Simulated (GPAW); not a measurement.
# GaSb (F-43m) in GPAW: notebook

The runs below take GaSb through band structure, with LDA, PBE, optB88-vdW.

All numbers are computed with GPAW 26.7.0; they aren't measurements. Logs are shortened: lines on timing, memory, paths and dates and some standing lists are left out, and cuts for length are marked. The log counts tension as positive stress, the text compression.

**Measured values to compare with.**

From a printed reference work, data compilation, for a bulk crystal of GaSb at 4.2 K: band gap 0.811 eV (direct).

The runs below are set against these values where they give the same quantity.

**1. Starting point**

Symmetry: F-43m, No. 216, cubic system. Conventional cell: a = 6.118 Å, b = 6.118 Å, c = 6.118 Å, α = 90.00°, β = 90.00°, γ = 90.00°. Sb (site symmetry -43m) has 4 Ga at 2.65 Å as nearest neighbours. Around Ga (site symmetry -43m) lie 4 Sb at 2.65 Å.

**2. Band structure, LDA**

run.py

```python
from ase.dft.bandgap import bandgap
from ase.io import read, write
from ase.units import GPa
from gpaw import GPAW, PW, setup_paths

setup_paths.insert(0, '.')

atoms = read('POSCAR')

calc = GPAW(mode=PW(600),
            xc='LDA',
            kpts={'size': (6, 6, 6), 'gamma': True},
            occupations={'name': 'fermi-dirac', 'width': 0.05},
            nbands=18,
            convergence={'density': 1e-05, 'energy': 1e-05},
            maxiter=150,
            txt='gpaw.txt')
atoms.calc = calc
energy = atoms.get_potential_energy()
forces = atoms.get_forces()
stress = atoms.get_stress()
calc.write('gs.gpw')
write('result.traj', atoms)
print(f'Energy: {energy:.6f} eV')
print('Forces (eV/A):')
print(forces.round(4))
print('Stress (GPa):', (stress / GPa).round(3))
print('Fermi level:', round(calc.get_fermi_level(), 4), 'eV')
print(f'Gap: {bandgap(calc)[0]:.4f} eV, direct: {bandgap(calc, direct=True)[0]:.4f} eV')

path = atoms.cell.bandpath('GXWKGLUWLK,UX', npoints=60, eps=1e-4)
bs_calc = calc.fixed_density(kpts=path, symmetry='off', nbands=30,
                             convergence={'bands': 'CBM+6.0', 'eigenstates': 1e-6}, txt='bands.txt')
bs = bs_calc.band_structure()
bs.write('bs.json')
print(f'Gap on the path: {bandgap(bs_calc)[0]:.4f} eV')
```

POSCAR

```
GaSb
1.0
    0.0000000000      3.0590000000      3.0590000000
    3.0590000000      0.0000000000      3.0590000000
    3.0590000000      3.0590000000      0.0000000000
Sb Ga
1 1
Direct
    0.7500000000      0.7500000000      0.7500000000
    0.0000000000      0.0000000000      0.0000000000
```

Potentials or basis: PAW data sets generated in the run's folder for this functional, pw.

On the command line:

```bash
$ gpaw-setup -f LDA Ga Sb
$ OMP_NUM_THREADS=1 python run.py
```

gpaw.txt:

```text
__  _  _
 | _ |_)|_||  |
 |__||  | ||/\| - 26.7.0

Input parameters:
  mode=PW(ecut=600.0),
  convergence={'density': 1e-05, 'energy': 1e-05},
  kpts=MonkhorstPack(size=(6, 6, 6), gamma=True),
  maxiter=150,
  nbands=18,
  occupations=Occupations(name='fermi-dirac', width=0.05),
  xc=XC(name='LDA')

Diagonalizing LCAO Hamiltonian
Converting LCAO to pw mode

                     Sb

       Ga

Atoms  # Å, Bohr magnetons
|   | symbol |        x |        y |        z |    initial magnetic moments |
|---|--------|----------|----------|----------|-----------------------------|
| 0 |     Sb | 4.588500 | 4.588500 | 4.588500 | ( 0.0000,  0.0000,  0.0000) |
| 1 |     Ga | 0.000000 | 0.000000 | 0.000000 | ( 0.0000,  0.0000,  0.0000) |

Unit cell  # Å
| periodic |        x |        y |        z |  lengths |    angles |
|----------|----------|----------|----------|----------|-----------|
|      yes | 0.000000 | 3.059000 | 3.059000 | 4.326079 | 60.000000 |
|      yes | 3.059000 | 0.000000 | 3.059000 | 4.326079 | 60.000000 |
|      yes | 3.059000 | 3.059000 | 0.000000 | 4.326079 | 60.000000 |

Number of symmetries: 24
Symmetry operations  # r_c * U_cc + t_c -> r_c
|    | kind |            matrix            |
|----|------|------------------------------|
|  0 |  E   |  1, 0, 0,  0, 1, 0,  0, 0, 1 |
|  1 |  σ   |  1, 0, 0,  0, 0, 1,  0, 1, 0 |
|  2 |  σ   |  1, 0,-1,  0, 1,-1,  0, 0,-1 |
|  3 |  C3  |  1, 0,-1,  0, 0,-1,  0, 1,-1 |
|  4 |  C3  |  1,-1, 0,  0,-1, 1,  0,-1, 0 |
|  5 |  σ   |  1,-1, 0,  0,-1, 0,  0,-1, 1 |
|  6 |  σ   |  0, 1, 0,  1, 0, 0,  0, 0, 1 |
|  7 |  C3  |  0, 1, 0,  0, 0, 1,  1, 0, 0 |
|  8 |  C2  |  0, 1,-1,  1, 0,-1,  0, 0,-1 |
|  9 |  S4  |  0, 1,-1,  0, 0,-1,  1, 0,-1 |
| 10 |  C3  |  0, 0, 1,  1, 0, 0,  0, 1, 0 |
| 11 |  σ   |  0, 0, 1,  0, 1, 0,  1, 0, 0 |
| 12 |  S4  |  0, 0,-1,  1, 0,-1,  0, 1,-1 |
| 13 |  C3  |  0, 0,-1,  0, 1,-1,  1, 0,-1 |
| 14 |  S4  |  0,-1, 1,  1,-1, 0,  0,-1, 0 |
| 15 |  C2  |  0,-1, 1,  0,-1, 0,  1,-1, 0 |
| 16 |  C3  |  0,-1, 0,  1,-1, 0,  0,-1, 1 |
| 17 |  S4  |  0,-1, 0,  0,-1, 1,  1,-1, 0 |
| 18 |  S4  | -1, 1, 0, -1, 0, 1, -1, 0, 0 |
| 19 |  C3  | -1, 1, 0, -1, 0, 0, -1, 0, 1 |
| 20 |  C3  | -1, 0, 1, -1, 1, 0, -1, 0, 0 |
| 21 |  S4  | -1, 0, 1, -1, 0, 0, -1, 1, 0 |
| 22 |  σ   | -1, 0, 0, -1, 1, 0, -1, 0, 1 |
| 23 |  C2  | -1, 0, 0, -1, 0, 1, -1, 1, 0 |

BZ-sampling:
  Number of BZ points: 216
  Number of IBZ points: 16

  Monkhorst-Pack size: [6, 6, 6]
  Monkhorst-Pack shift: [0.08333333333333333, 0.08333333333333333, 0.08333333333333333]

K-points  # in reciprocal-cell coordinates
|     |                                coordinates |     weight |
|-----|--------------------------------------------|------------|
|   0 | (  0.00000000,   0.00000000,   0.00000000) | 0.00462963 |
|   1 | (  0.16666667,   0.16666667,   0.00000000) | 0.02777778 |
|   2 | (  0.16666667,   0.16666667,   0.16666667) | 0.03703704 |
|   3 | (  0.33333333,   0.16666667,   0.16666667) | 0.05555556 |
|   4 | (  0.33333333,   0.33333333,  -0.33333333) | 0.05555556 |
|   5 | (  0.33333333,   0.33333333,   0.00000000) | 0.02777778 |
|   6 | (  0.33333333,   0.33333333,   0.16666667) | 0.11111111 |
|   7 | (  0.33333333,   0.33333333,   0.33333333) | 0.03703704 |
|   8 | (  0.50000000,   0.33333333,  -0.33333333) | 0.11111111 |
|   9 | (  0.50000000,   0.33333333,  -0.16666667) | 0.05555556 |
| ... |                                            |            |
|  15 | (  0.50000000,   0.50000000,   0.50000000) | 0.01851852 |

Plane wave coefficients: 1932
Cutoff: 600.0 eV

Spin-components: 1 (collinear spins)
Bands:           18
Projectors:      11
Spin-degeneracy: 2
Datatype:        complex128

Parallelization:
  kpt:    1
  domain: 1
  band:   1

Density:
  Valence electrons: 18.0
  Components: 1
  Grid points: [25 25 25]
  Charge: 0.0  # |e|

Potential:
  Grid points: [25 25 25]

species:
  Sb:
    name:    Antimony
    Z:       51.0
    valence: 15
    core:    36
    charge:  0.0  # [|e|]
    compensation charges:
      type: gauss
      rc: 0.36  # [Å]
      lmax: 2
    cutoffs:
      filter: 2.23  # [Å]
      core: 2.23  # [Å]
    projectors
    | kind |    occ | energy [eV] | rcut [Å] |
    |------|--------|-------------|----------|
    |   5s |  2.000 |     -13.069 |    1.154 |
    |   5p |  3.000 |      -4.994 |    1.233 |
    |   4d | 10.000 |     -33.564 |    1.196 |
    |    s |        |      14.142 |    1.154 |
    |    p |        |      22.217 |    1.233 |
    |    d |        |      -6.353 |    1.196 |

    Using partial waves for Sb as LCAO basis

  Ga:
    name:    Gallium
    Z:       31.0
    valence: 3
    core:    28
    charge:  0.0  # [|e|]
    compensation charges:
      type: gauss
      rc: 0.37  # [Å]
      lmax: 2
    cutoffs:
      filter: 2.06  # [Å]
      core: 4.17  # [Å]
    projectors
    | kind |    occ | energy [eV] | rcut [Å] |
    |------|--------|-------------|----------|
    |   4s |  2.000 |      -9.167 |    1.164 |
    |   4p |  1.000 |      -2.734 |    1.164 |
    |    s |        |      18.045 |    1.164 |
    |    p |        |      24.478 |    1.164 |
    |    d |        |       0.000 |    1.164 |

    Using partial waves for Ga as LCAO basis

Reference energy: -228940.492403  # eV

eigensolver:
  PPCG
  Converge bands: occupied
  niter=2

density mixing:
  MSR1-Mixer
  Pratt-step length: 0.05
  Maximum mixing coefficient: 0.75
  Old densities: 10
  SVD Regularization: 0.005
  Good broyden scale: 1.0
  Trust region scale: 1.0
  Backstep threshold: 4.0
  History deletion threshold: 6.0
  Fourier metric: weight=20.0, sigma=0.015

occupation numbers:
  Fermi-Dirac:
    width: 0.0500  # eV

poisson solver:
  ecut: 4800.0  # eV

xc functional:
  name: None

convergence criteria:
[... 6 lines left out ...]
|iter     | |      energy | eigst |  dens |
|---------|-|-------------|-------|-------|
|iter:   1| |   -9.018856 | +0.25 |       |
|iter:   2| |   -9.016156 | -1.97 | -1.28 |
|iter:   3| |   -8.952248 | -2.57 | -1.31 |
|iter:   4| |   -8.949607 | -3.29 | -1.87 |
|iter:   5| |   -8.949791 | -4.46 | -2.63 |
|iter:   6| |   -8.949834 | -5.27 | -3.06 |
|iter:   7| |   -8.949834c| -6.73 | -4.24 |
|iter:   8| |   -8.949834c| -7.78c| -4.77 |
|iter:   9| |   -8.949834c| -8.21c| -5.31c|

Converged in 9 steps
Energy contributions relative to reference atoms: (reference = -228940.492403)

Energy contributions:
  Kinetic:          10.560766
  Coulomb:          -9.386660
  Zero:              0.206062
  External:          0.000000
  Xc:              -10.329494
  Entropy:          -0.001016
  Spinorbit:         0.000000
  ----------------------------
  Free energy:      -8.950342
  Extrapolated:     -8.949834

dipole moment: (-11.141787, -11.141787, -11.141787)  # |e|*Ang

Fermi level: 4.603
Eigenvalues  # (at kpt = [0.000, 0.000, 0.000])
| band index |      eig [eV] | occ [0-2] |
|------------|---------------|-----------|
|          0 |       -24.061 |     2.000 |
|        ... |               |           |
|          2 |       -24.061 |     2.000 |
|          3 |       -24.043 |     2.000 |
|          4 |       -24.043 |     2.000 |
|          5 |        -6.937 |     2.000 |
|          6 |         4.447 |     1.915 |
|          7 |         4.566 |     1.353 |
[... 8 lines left out ...]
|         16 |        14.040 |     0.000 |
|         17 |        14.040 |     0.000 |

No gap
No difference between direct/indirect transitions

Forces  # eV/Ang
|        x |        y |       z |
|----------|----------|---------|
|  0.00000 | -0.00000 | 0.00000 |  # Sb   0
| -0.00000 |  0.00000 | 0.00000 |  # Ga   1

Stress tensor  # eV/Ang^3
|        x |        y |        z |
|----------|----------|----------|
| 0.010559 | 0.000000 | 0.000000 |
| 0.000000 | 0.010559 | 0.000000 |
| 0.000000 | 0.000000 | 0.010559 |

# Writing to gs.gpw (mode='')
```

Run time: 32 s. Hardware: 1 thread of Arm Neoverse V2, shared host; peak memory 0.25 GiB.

What came out:

| Property | Result |
| --- | --- |
| Free energy | -8.9503 eV |
| Pressure | -1.7 GPa |
| Band gap along the path | none (metal or under the smearing width) |

Levels at the corners of the path, in eV from the Fermi level:
```
point  band 5  band 6  band 7  band 8  band 9  band 10  band 11  band 12  band 13  band 14
    Γ  -28.65  -11.54   -0.16   -0.04   -0.04    -0.04     2.77     2.77     2.77     5.60
    X  -28.64   -9.18   -6.85   -2.59   -2.59     0.82     1.15     8.63     8.63     9.92
    W  -28.64   -9.15   -6.71   -3.39   -3.15     3.61     4.24     4.34     4.71     9.82
    K  -28.64   -9.25   -6.67   -3.65   -2.21     1.32     3.81     6.52     6.79     7.46
    Γ  -28.65  -11.54   -0.16   -0.04   -0.04    -0.04     2.77     2.77     2.77     5.60
    L  -28.65   -9.98   -6.41   -1.18   -1.18     0.28     3.74     3.74     6.33     9.19
    U  -28.64   -9.25   -6.67   -3.65   -2.21     1.32     3.81     6.52     6.79     7.46
    W  -28.64   -9.15   -6.71   -3.39   -3.15     3.61     4.24     4.34     4.71     9.82
    L  -28.65   -9.98   -6.41   -1.18   -1.18     0.28     3.74     3.74     6.33     9.19
    K  -28.64   -9.25   -6.67   -3.65   -2.21     1.32     3.81     6.52     6.79     7.46
    U  -28.64   -9.25   -6.67   -3.65   -2.21     1.32     3.81     6.52     6.79     7.46
    X  -28.64   -9.18   -6.85   -2.59   -2.59     0.82     1.15     8.63     8.63     9.92
```

Caveat: spin-orbit coupling is left out, which moves the levels of the heavy elements; this crystal is a semiconductor, whose small gap the functional closes, so the metal is an error of the method.

(Continued in part 2 of 2.)
